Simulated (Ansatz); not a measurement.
Runs of Ansatz 0.2.0 on Pb. It takes space group Fm-3m (No. 225, cubic). Conventional cell: a = 4.950 Å, b = 4.950 Å, c = 4.950 Å, α = 90.00°, β = 90.00°, γ = 90.00°. Around Pb (site symmetry m-3m) lie 12 Pb at 3.50 Å. 

| task | level | cell | cutoff (eV) | gap on the mesh (eV) | pressure (GPa) | relaxed volume (Å³/atom) |
| --- | --- | --- | --- | --- | --- | --- |
| single point | B3LYP | as given | 420 | none | (b) | - |
| single point | r2SCAN50 | as given | 500 | none | -0.9 | - |
| relaxation of cell and atoms | HF | relaxed | 420 | none | 0.0 | 33.72 |
| relaxation of cell and atoms | B3LYP | relaxed | 420 | none | 0.0 | 32.82 |
| single point | HF | as given | 420 | none | (a) | - |

Alike in all rows: potentials or basis Ansatz PAW; no spin polarisation; k mesh 5 × 5 × 5; smearing fermi-dirac 0.05 eV; the mesh is coarse, so values aren't converged.

**Question.** Fill in the values left out.

**Answer.** (a) 5.4; (b) 3.7.

Caveats: all runs use coarse meshes; the PAW data sets come from PBE, with cores solved anew for the run's functional, which leaves a small shift of forces and pressure; the thresholds are loose for stress (some runs); the plane-wave basis is chosen anew once the cell has moved, so the energies of steps on either side of that aren't comparable (some runs); the volume moved by +11 % from the deposited cell, more than functionals usually miss (some runs).

A k mesh can miss the band edges, and the runs leave out spin-orbit coupling on Pb.

A gap of «none» marks a metal or a gap under the smearing width.
